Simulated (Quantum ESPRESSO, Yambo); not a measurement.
# Mg2Ge (Fm-3m): changed settings of a GW run in Yambo

A base run on Mg2Ge (Fm-3m), then changed inputs.

Program: Yambo 5.3.0. Level of theory: PBE and many-body steps on it, plane waves. Results are calculated unless marked as measured.

The database entry behind the starting cell differs from later determinations by our own check (0.1 to 0.3 % short, probably kX units), so it need not match the best structure at ambient conditions.

## 1. The structure

It takes space group Fm-3m (No. 225, cubic). The conventional cell has a = 6.378 Å, b = 6.378 Å, c = 6.378 Å, α = 90.00°, β = 90.00°, γ = 90.00°. Nearest to Mg lie 4 Ge at 2.76 Å. Nearest to Ge lie 8 Mg at 2.76 Å. Farther neighbours are not listed.

Coordinates:

```
Mg Ge
1.0
     0.00000    3.18900    3.18900
     3.18900    0.00000    3.18900
     3.18900    3.18900    0.00000
Mg Ge
2 1
Cartesian
  1.5945 1.5945 1.5945
  4.7835 4.7835 4.7835
  0.0000 0.0000 0.0000
```

The cell and positions come from the Crystallography Open Database and are kept as given unless a step says otherwise.

## 2. Base

This step: Yambo 5.3.0; G0W0 on PBE, plane waves, norm-conserving pseudopotentials.

Now the one-shot GW correction: screening in the RPA, then the self-energy of the levels asked for.

gw1.in reads:

```
HF_and_locXC
gw0
dyson
ppa
em1d
rim_cut
RandQpts= 1000000
RandGvec= 1 RL
EXXRLvcs= 116 Ry
VXCRLvcs= 464 Ry
Chimod= "HARTREE"
% BndsRnXp
 1 | 179 |
%
NGsBlkXp= 13 Ry
% LongDrXp
 1 | 1 | 1 |
%
% GbndRnge
 1 | 179 |
%
DysSolver= "n"
ExtendOut
PPAPntXp= 27.21138 eV
% QPkrange
 1 | 1 | 20 | 23 |
 7 | 7 | 20 | 23 |
%
```

Started as:

```console
> OMP_NUM_THREADS=1 mpirun -n 4 yambo -F gw1.in -J gw1 -C gw1 > gw1.log
```

What it wrote:

```text
 Yambo, version 5.3.0

 [02] CORE Variables Setup
 =========================

  [... cell, symmetries and grids as in the set-up ...]

  [02.05] Energies & Occupations
  ==============================

  [X] === General ===
  [X] Electronic Temperature                        :  0.000000  0.000000 [eV K]
  [X] Bosonic    Temperature                        :  0.000000  0.000000 [eV K]
  [X] Finite Temperature mode                       : no
  [X] El. density                                   :  0.64752E+24 [cm-3]
  [X] Fermi Level                                   :  7.521219 [eV]

  [X] === Gaps and Widths ===
  [X] Conduction Band Min                           :  0.134711 [eV]
  [X] Valence Band Max                              :  0.000000 [eV]
  [X] Filled Bands                                  :  21
  [X] Empty Bands                                   :   22  179
  [X] Direct Gap                                    :  1.045468 [eV]
  [X] Direct Gap localized at k                     :  1
  [X] Indirect Gap                                  :  0.134711 [eV]
  [X] Indirect Gap between kpts                     :   1   7
  [X] Last valence band width                       :  2.717375 [eV]
  [X] 1st conduction band width                     :  2.645847 [eV]

 [03] Transferred momenta grid and indexing
 ==========================================

 IBZ Q-points                                      :   8
 BZ  Q-points                                      :   64

 K/Q-points units:
 rlu = crystal or reduced units; cc = cartesian coordinates; iku = interal k-units

 Q [1]          [rlu]:  0.000000  0.000000  0.000000
 Q [2]          [rlu]:  0.47927E-17  0.47927E-17  0.25000
 Q [3]          [rlu]:  0.15901E-16  0.15901E-16 -0.50000
 Q [4]          [rlu]:  0.63675E-16  0.25000      0.25000
 Q [5]          [rlu]: -0.63462E-16  0.25000      0.50000
 Q [6]          [rlu]:  0.13632E-16  0.25000     -0.25000
 Q [7]          [rlu]: -0.12735E-15 -0.50000     -0.50000
 Q [8]          [rlu]:  0.250000 -0.500000 -0.250000

 [04] Coloumb potential Random Integration (RIM)
 ===============================================

  [04.01] RIM initialization
  ==========================

  * Diagonal components only detected *

  8 x (sBL volume)        :  0.070837 [a.u.]
  sBZ random points       :  1000000
  Points outside the sBZ  :   7999624
  RL volume               :  0.566695 [a.u.]
  Integrated volume       :  0.566722 [a.u.]

  [04.02] RIM integrals
  =====================

  Gamma point sphere radius             :  0.075053 [a.u.]
  Points outside the sphere             :   799635
  [Int_sBZ(q=0) 1/q^2]*(Vol_sBZ)^(-1/3) =:  7.763403
                                 should be <:  7.795600

  Summary of Coulomb integrals for non-metallic bands |Q|[au] RIM/Bare

  Q [1] 0.100000E-4 0.995870 * Q [2] 0.225734 1.064378
  Q [4] 0.260655 1.062979 * Q [6] 0.368622 1.025806
  Q [5] 0.432248 1.018843 * Q [3] 0.451468 1.016674
  Q [7] 0.521311 1.013309 * Q [8] 0.582843 1.010321

 [05] Dipoles
 ============

  [05.01] Setup: observables and procedures
  =========================================

 [06] Dynamic Dielectric Matrix (PPA)
 ====================================

 [WR./gw1//ndb.pp]---------------------------------------------------------------
  Brillouin Zone Q/K grids (IBZ/BZ)                :    8   64    8   64
  RL vectors                                       :  10849 [WF]
  Coulomb cutoff potential                         : none
  Electronic Temperature                           :  0.000000 [K]
  Bosonic    Temperature                           :  0.000000 [K]
  PPA    diel. fun.  energies                      : Perdew, Burke & Ernzerhof(X)+Perdew, Burke & Ernzerhof(C)
  wavefunctions                                    : Perdew, Burke & Ernzerhof(X)+Perdew, Burke & Ernzerhof(C)
  Global Gauge                                     : length
  X matrix size                                    :   339
  X band range                                     :    1  179
  X e/h energy range                               : -1.000000 -1.000000 [eV]
  X Time ordering                                  : R
  X Hxc Kernel                                     : HARTREE
  X Drude frequency                                :  0.000000  0.000000
  X poles                                          :  100.0000 [o/o]
  RL vectors in the sum                            :  10849
  [r,Vnl] included                                 : yes
  Field direction                                  :  0.577350E-5  0.577350E-5  0.577350E-5
  BZ energy Double Grid                            : no
  BZ energy DbGd points                            : 0
  BZ Q point size factor                           : -1.000000
  X Optical Averaged directions                    : none

 [07] Local Exchange-Correlation + Non-Local Fock
 ================================================

 [VXC] Plane waves :   74129
 [EXS] Plane waves :   9305

 QP @ state[ 1 ] K range:  1  1
 QP @ state[ 1 ] b range:  20  23
 QP @ state[ 2 ] K range:   7   7
 QP @ state[ 2 ] b range:  20  23

 [xc] Functional : Perdew, Burke & Ernzerhof(X)+Perdew, Burke & Ernzerhof(C)
 [xc] LIBXC used to calculate xc functional
  PP Number of Atomic Species                      :  2
  NLCC RL compoments                               :   74129
  PP Number of Atomic Species                      :  2
  NLCC RL compoments                               :   74129

 [xc] E_xc :  -39.00944 [Ha]
      E_xc :  -78.01889 [Ry]

  Local XC kind (lXC) : Perdew, Burke & Ernzerhof(X)+Perdew, Burke & Ernzerhof(C)
  Non-Local XC kind (nlXC) : Hartree-Fock

  Corrections @ K [1] :  [eV]
 <20|nlXC|20> = -12.49980 -0.30456E-17 <20|lXC|20> = -11.37913  0.000000
 <21|nlXC|21> = -12.49982  0.83957E-17 <21|lXC|21> = -11.37913  0.000000
 <22|nlXC|22> = -7.395793  0.11602E-17 <22|lXC|22> = -11.24699  0.000000
 <23|nlXC|23> = -5.736950 -0.48542E-18 <23|lXC|23> = -9.833213  0.000000

  Corrections @ K [7] :  [eV]
 <20|nlXC|20> = -12.52812 -0.10305E-16 <20|lXC|20> = -10.54796  0.29503E-16
 <21|nlXC|21> = -12.52813  0.28670E-17 <21|lXC|21> = -10.54796  0.000000
 <22|nlXC|22> = -4.865883  0.30325E-17 <22|lXC|22> = -8.133527 -0.47204E-16
 <23|nlXC|23> = -6.261702  0.36514E-18 <23|lXC|23> = -9.742902  0.000000

 [08] Dyson equation: Newton solver
 ==================================

  [08.01] G0W0 (W PPA)
  ====================

  [  GW  ] Bands range     :    1  179
  [GW/PPA] G damping       :  0.100000 [eV]

  QP @ state[ 1 ] K range:  1  1
  QP @ state[ 1 ] b range:  20  23
  QP @ state[ 2 ] K range:   7   7
  QP @ state[ 2 ] b range:  20  23

   Sc/G bands                                       :    1  179
   Sc/G damping                                     :  0.100000 ev
   Sc bands terminator                              : no
   Sx RL components                                 :   9305

   QP @ state[ 1 ] K range                          :  1  1
   QP @ state[ 1 ] b range                          :  20  23
   QP @ state[ 2 ] K range                          :   7   7
   QP @ state[ 2 ] b range                          :  20  23
   GF energies kind                                 : Perdew, Burke & Ernzerhof(X)+Perdew, Burke & Ernzerhof(C)
   GF WF`s kind                                     : Perdew, Burke & Ernzerhof(X)+Perdew, Burke & Ernzerhof(C)
   Xs energies kind                                 : Perdew, Burke & Ernzerhof(X)+Perdew, Burke & Ernzerhof(C)
   Xs WF`s kind                                     : Perdew, Burke & Ernzerhof(X)+Perdew, Burke & Ernzerhof(C)

 [11] Game Over & Game summary
```

Run time: 21 min. Hardware: 4 MPI ranks of AMD EPYC 7571, shared host; peak memory 2.9 GiB.

Numbers from this step:

| Quantity | Value |
| --- | --- |
| G0W0 gap on the points computed | 0.4907 eV |
| starting gap on the mesh | 0.1347 eV |
| k of the valence top | 0, 0, 0 |
| k of the conduction bottom | 0, -0.5, -0.5 |
| least direct G0W0 gap on the computed points | 1.622 eV |
| Z at the valence top | 0.7771 |
| Z at the conduction bottom | 0.7898 |

The gap on the mesh goes from 0.13 eV to 0.49 eV, a correction of +0.36 eV.

## 3. Exchange cutoff

gw2.in, as its differences from gw1.in of step 2:

```diff
@@ -8,3 +8,3 @@
 RandGvec= 1 RL
-EXXRLvcs= 116 Ry
+EXXRLvcs= 29 Ry
 VXCRLvcs= 464 Ry
```

Started as:

```console
> OMP_NUM_THREADS=1 mpirun -n 4 yambo -F gw2.in -J gw2,gw1_W -C gw2 > gw2.log
```

What it wrote:

```text
 Yambo, version 5.3.0

 [02] CORE Variables Setup
 =========================

  [... cell, symmetries and grids as in the set-up ...]

  [02.05] Energies & Occupations
  ==============================

  [X] === General ===
  [X] Electronic Temperature                        :  0.000000  0.000000 [eV K]
  [X] Bosonic    Temperature                        :  0.000000  0.000000 [eV K]
  [X] Finite Temperature mode                       : no
  [X] El. density                                   :  0.64752E+24 [cm-3]
  [X] Fermi Level                                   :  7.521219 [eV]

  [X] === Gaps and Widths ===
  [X] Conduction Band Min                           :  0.134711 [eV]
  [X] Valence Band Max                              :  0.000000 [eV]
  [X] Filled Bands                                  :  21
  [X] Empty Bands                                   :   22  179
  [X] Direct Gap                                    :  1.045468 [eV]
  [X] Direct Gap localized at k                     :  1
  [X] Indirect Gap                                  :  0.134711 [eV]
  [X] Indirect Gap between kpts                     :   1   7
  [X] Last valence band width                       :  2.717375 [eV]
  [X] 1st conduction band width                     :  2.645847 [eV]

 [03] Transferred momenta grid and indexing
 ==========================================

 IBZ Q-points                                      :   8
 BZ  Q-points                                      :   64

 K/Q-points units:
 rlu = crystal or reduced units; cc = cartesian coordinates; iku = interal k-units

 Q [1]          [rlu]:  0.000000  0.000000  0.000000
 Q [2]          [rlu]:  0.47927E-17  0.47927E-17  0.25000
 Q [3]          [rlu]:  0.15901E-16  0.15901E-16 -0.50000
[...]
Q [7]          [rlu]: -0.12735E-15 -0.50000     -0.50000
 Q [8]          [rlu]:  0.250000 -0.500000 -0.250000

 [04] Coloumb potential Random Integration (RIM)
 ===============================================

 Summary of Coulomb integrals for non-metallic bands |Q|[au] RIM/Bare

 Q [1] 0.100000E-4 0.995870 * Q [2] 0.225734 1.064378
 Q [4] 0.260655 1.062979 * Q [6] 0.368622 1.025806
 Q [5] 0.432248 1.018843 * Q [3] 0.451468 1.016674
 Q [7] 0.521311 1.013309 * Q [8] 0.582843 1.010321

 [05] Dipoles
 ============

  [05.01] Setup: observables and procedures
  =========================================

 [06] Dynamic Dielectric Matrix (PPA)
 ====================================

   Sc/G bands                                       :    1  179
   Sc/G damping                                     :  0.100000 ev
   Sc bands terminator                              : no
   Sx RL components                                 :  1211

   QP @ state[ 1 ] K range                          :  1  1
   QP @ state[ 1 ] b range                          :  20  23
   QP @ state[ 2 ] K range                          :   7   7
   QP @ state[ 2 ] b range                          :  20  23
   GF energies kind                                 : Perdew, Burke & Ernzerhof(X)+Perdew, Burke & Ernzerhof(C)
   GF WF`s kind                                     : Perdew, Burke & Ernzerhof(X)+Perdew, Burke & Ernzerhof(C)
   Xs energies kind                                 : Perdew, Burke & Ernzerhof(X)+Perdew, Burke & Ernzerhof(C)
   Xs WF`s kind                                     : Perdew, Burke & Ernzerhof(X)+Perdew, Burke & Ernzerhof(C)

 [11] Game Over & Game summary
```

Wall time 4.2 min (4 MPI ranks); peak memory 2.9 GiB; 17 min of CPU time.

Numbers from this step:

| Quantity | Value |
| --- | --- |
| G0W0 gap on the points computed | 0.3727 eV |
| starting gap on the mesh | 0.1347 eV |
| k of the valence top | 0, 0, 0 |
| k of the conduction bottom | 0, -0.5, -0.5 |
| least direct G0W0 gap on the computed points | 1.740 eV |
| Z at the valence top | 0.7771 |
| Z at the conduction bottom | 0.7898 |

## 4. More G vectors in the random integration

gw5.in, as its differences from gw2.in of step 3:

```diff
@@ -7,4 +7,4 @@
 RandQpts= 1000000
-RandGvec= 1 RL
-EXXRLvcs= 29 Ry
+RandGvec= 59 RL
+EXXRLvcs= 116 Ry
 VXCRLvcs= 464 Ry
@@ -28 +28,2 @@
 %
+QpgFull
```

Started as:

```console
> OMP_NUM_THREADS=1 mpirun -n 4 yambo -F gw5.in -J gw5,gw1_W -C gw5 > gw5.log
```

What it wrote:

```text
 Yambo, version 5.3.0

 [02] CORE Variables Setup
 =========================

  [... cell, symmetries and grids as in the set-up ...]

  [02.05] Energies & Occupations
  ==============================

  [X] === General ===
  [X] Electronic Temperature                        :  0.000000  0.000000 [eV K]
  [X] Bosonic    Temperature                        :  0.000000  0.000000 [eV K]
  [X] Finite Temperature mode                       : no
  [X] El. density                                   :  0.64752E+24 [cm-3]
[...]
QP @ state[ 1 ] b range                          :  20  23
   QP @ state[ 2 ] K range                          :   7   7
   QP @ state[ 2 ] b range                          :  20  23
   GF energies kind                                 : Perdew, Burke & Ernzerhof(X)+Perdew, Burke & Ernzerhof(C)
   GF WF`s kind                                     : Perdew, Burke & Ernzerhof(X)+Perdew, Burke & Ernzerhof(C)
   Xs energies kind                                 : Perdew, Burke & Ernzerhof(X)+Perdew, Burke & Ernzerhof(C)
   Xs WF`s kind                                     : Perdew, Burke & Ernzerhof(X)+Perdew, Burke & Ernzerhof(C)

 [11] Game Over & Game summary
```

Run time: 7 min. Hardware: 4 MPI ranks; peak memory 2.8 GiB; 28 min of CPU time.

Numbers from this step:

```yaml
g0w0_gap_on_the_points_computed: 0.4929 eV
starting_gap_on_the_mesh: 0.1347 eV
k_of_the_valence_top: 0, 0, 0
k_of_the_conduction_bottom: 0, -0.5, -0.5
least_direct_g0w0_gap_on_the_computed_points: 1.623 eV
```

Against G0W0 in Yambo (4×4×4 mesh, 179 bands, screening to 176.9 eV, Godby-Needs plasmon pole), the gap moves by +0.002 eV.

## 5. Fewer bands in the self-energy

gw6.in, as its differences from gw5.in of step 4:

```diff
@@ -7,3 +7,3 @@
 RandQpts= 1000000
-RandGvec= 59 RL
+RandGvec= 1 RL
 EXXRLvcs= 116 Ry
@@ -19,3 +19,3 @@
 % GbndRnge
- 1 | 179 |
+ 1 | 41 |
 %
@@ -28,2 +28 @@
 %
-QpgFull
```

Started as:

```console
> OMP_NUM_THREADS=1 mpirun -n 4 yambo -F gw6.in -J gw6,gw1_W -C gw6 > gw6.log
```

What it wrote:

```text
 Yambo, version 5.3.0

 [02] CORE Variables Setup
 =========================

  [... cell, symmetries and grids as in the set-up ...]

  [02.05] Energies & Occupations
  ==============================

  [X] === General ===
  [X] Electronic Temperature                        :  0.000000  0.000000 [eV K]
  [X] Bosonic    Temperature                        :  0.000000  0.000000 [eV K]
  [X] Finite Temperature mode                       : no
  [X] El. density                                   :  0.64752E+24 [cm-3]
  [X] Fermi Level                                   :  7.521219 [eV]

  [X] === Gaps and Widths ===
  [X] Conduction Band Min                           :  0.134711 [eV]
  [X] Valence Band Max                              :  0.000000 [eV]
  [X] Filled Bands                                  :  21
  [X] Empty Bands                                   :   22  179
  [X] Direct Gap                                    :  1.045468 [eV]
  [X] Direct Gap localized at k                     :  1
  [X] Indirect Gap                                  :  0.134711 [eV]
  [X] Indirect Gap between kpts                     :   1   7
  [X] Last valence band width                       :  2.717375 [eV]
  [X] 1st conduction band width                     :  2.645847 [eV]

 [03] Transferred momenta grid and indexing
 ==========================================

 IBZ Q-points                                      :   8
 BZ  Q-points                                      :   64

 K/Q-points units:
 rlu = crystal or reduced units; cc = cartesian coordinates; iku = interal k-units

 Q [1]          [rlu]:  0.000000  0.000000  0.000000
 Q [2]          [rlu]:  0.47927E-17  0.47927E-17  0.25000
 Q [3]          [rlu]:  0.15901E-16  0.15901E-16 -0.50000
[...]
Q [7]          [rlu]: -0.12735E-15 -0.50000     -0.50000
 Q [8]          [rlu]:  0.250000 -0.500000 -0.250000

 [04] Coloumb potential Random Integration (RIM)
 ===============================================

 Summary of Coulomb integrals for non-metallic bands |Q|[au] RIM/Bare

 Q [1] 0.100000E-4 0.995870 * Q [2] 0.225734 1.064378
 Q [4] 0.260655 1.062979 * Q [6] 0.368622 1.025806
 Q [5] 0.432248 1.018843 * Q [3] 0.451468 1.016674
 Q [7] 0.521311 1.013309 * Q [8] 0.582843 1.010321

 [05] Dipoles
 ============

  [05.01] Setup: observables and procedures
  =========================================

 [06] Dynamic Dielectric Matrix (PPA)
 ====================================

   Sc/G bands                                       :    1   41
   Sc/G damping                                     :  0.100000 ev
   Sc bands terminator                              : no
   Sx RL components                                 :   9305

   QP @ state[ 1 ] K range                          :  1  1
   QP @ state[ 1 ] b range                          :  20  23
   QP @ state[ 2 ] K range                          :   7   7
   QP @ state[ 2 ] b range                          :  20  23
   GF energies kind                                 : Perdew, Burke & Ernzerhof(X)+Perdew, Burke & Ernzerhof(C)
   GF WF`s kind                                     : Perdew, Burke & Ernzerhof(X)+Perdew, Burke & Ernzerhof(C)
   Xs energies kind                                 : Perdew, Burke & Ernzerhof(X)+Perdew, Burke & Ernzerhof(C)
   Xs WF`s kind                                     : Perdew, Burke & Ernzerhof(X)+Perdew, Burke & Ernzerhof(C)

 [11] Game Over & Game summary
```

The job ended after 86 s (4 MPI ranks; peak memory 2.7 GiB; 5.7 min of CPU time).

Numbers from this step:

```
G0W0 gap on the points computed              : 0.1687 eV
starting gap on the mesh                     : 0.1347 eV
k of the valence top                         : 0, 0, 0
k of the conduction bottom                   : 0, -0.5, -0.5
least direct G0W0 gap on the computed points : 1.513 eV
Z at the valence top                         : 0.7857
Z at the conduction bottom                   : 0.7947
```

(Continued in part 2 of 2.)

[Paths, hosts, dates, memory and timing lines, banners, echoed tables and standing remarks are left out of the program output.]

[Logs are printed without paths, hosts, clocks, repeated set-up lines and the standing remarks that a program may print on its own settings, such as how far it seeks lower states.]

[Runs of the session that timed out or met a known fault of the program may be left out.]

[Hosts, paths, dates, database ids (printed as entryN), source tags and the programs' standing remarks are cut or masked in the printed files.]
